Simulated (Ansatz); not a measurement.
The cell is HfSiO4 on the sites of tetragonal HfO2 (relaxed group P2_1/m) (no longer in that coordination); cell and atoms were relaxed with r2SCAN. The symmetry is P2_1/m (No. 11, monoclinic); conventional cell a = 5.351 Å, b = 3.580 Å, c = 6.809 Å, β = 101.7°, 10.64 Å³ an atom. Hf is surrounded by 7 O at 1.92–2.42 Å; O is surrounded by 1 Si at 1.69 Å and 3 Hf at 2.25–2.42 Å; O is surrounded by 1 Si at 1.71 Å and 2 Hf at 2.03 Å; Si is surrounded by 5 O at 1.63–1.82 Å; O is surrounded by 1 Si at 1.63 Å and 1 Hf at 1.92 Å; O is surrounded by 2 Si at 1.82 Å and 1 Hf at 2.17 Å.

```cif
data_structure
_symmetry_space_group_name_H-M 'P 1'
_symmetry_Int_Tables_number 1
_cell_length_a 5.3511
_cell_length_b 3.5800
_cell_length_c 6.8089
_cell_angle_alpha 90.000
_cell_angle_beta 78.283
_cell_angle_gamma 90.000
_cell_volume 127.72
loop_
_atom_site_label
_atom_site_type_symbol
_atom_site_fract_x
_atom_site_fract_y
_atom_site_fract_z
_atom_site_occupancy
Hf1 Hf 0.26646 0.25000 0.19118 1
Hf2 Hf 0.73354 0.75000 0.80882 1
O1 O 0.42405 0.25000 0.85863 1
O2 O 0.57595 0.75000 0.14137 1
O3 O 0.10075 0.75000 0.15767 1
O4 O 0.89925 0.25000 0.84233 1
Si1 Si 0.20663 0.25000 0.71055 1
Si2 Si 0.79337 0.75000 0.28945 1
O5 O 0.29633 0.25000 0.46733 1
O6 O 0.70367 0.75000 0.53267 1
O7 O 0.14629 0.75000 0.72480 1
O8 O 0.85371 0.25000 0.27520 1
```

The questions ask for values computed with the plane-wave code Ansatz on this geometry. These are computed values for a non-magnetic cell that may be hypothetical; none is a measurement.

(1) Is there a gap with PBE, and of what kind?

(2) How does the gap change from PBE to PBE+SOC (6×8×4)?

(3) Estimate the gap with HSE06 on 4×4×2.

(4) How does the gap change from PBE to PBE0 (4×4×2)?

(5) What are ε∞ and the Born charges with r2SCAN?

(6) What do these levels agree on?

## Answers

(1) With PBE the valence top lies at D–B (0.25 of the way from D) and the conduction bottom at Γ, 4.68 eV higher; the smallest vertical gap, at D–B (0.40 of the way from D), is 4.84 eV.

(2) With PBE+SOC the valence top lies at D–B (0.25 of the way from D) and the conduction bottom at Γ, 4.66 eV higher; the smallest vertical gap, at D–B (0.40 of the way from D), is 4.82 eV. The gap differs by -0.02 eV from PBE's.

(3) With HSE06 the valence top lies at D–B (0.25 of the way from D) and the conduction bottom at Γ, 6.36 eV higher; the smallest vertical gap, at D–B (0.40 of the way from D), is 6.57 eV. The gap differs by +1.68 eV from PBE's.

(4) The PBE0 gap is indirect, 7.13 eV (D–B (0.25 of the way from D) to Γ), below the direct gap of 7.35 eV at D–B (0.40 of the way from D). The gap differs by +2.45 eV from PBE's.

(5) The clamped-ion dielectric constant comes out as 3.65, 3.85 and 3.75 along x, y and z. Born charges, averaged over directions: Hf +4.68, O -2.31 to -2.06, Si +3.88 e. The program notes that the ground state's band table doesn't vouch for all the bands that the response reads.

(6) r2SCAN covers 32 % of the step from PBE to HSE06. For gaps to 0.1 eV, spin-orbit coupling (up to 0.02 eV here) can be left out. All these functionals give a gap of the same kind, indirect.

Only the levels marked +SOC include spin-orbit coupling.

Where an edge lies off the special points, it is a point of the mesh or the k point where a search put PBE's edge or least direct gap, reused for the other functionals, whose own edges may lie a little apart.

The meshes of the hybrids are coarse, so their gaps aren't converged to the digits shown.
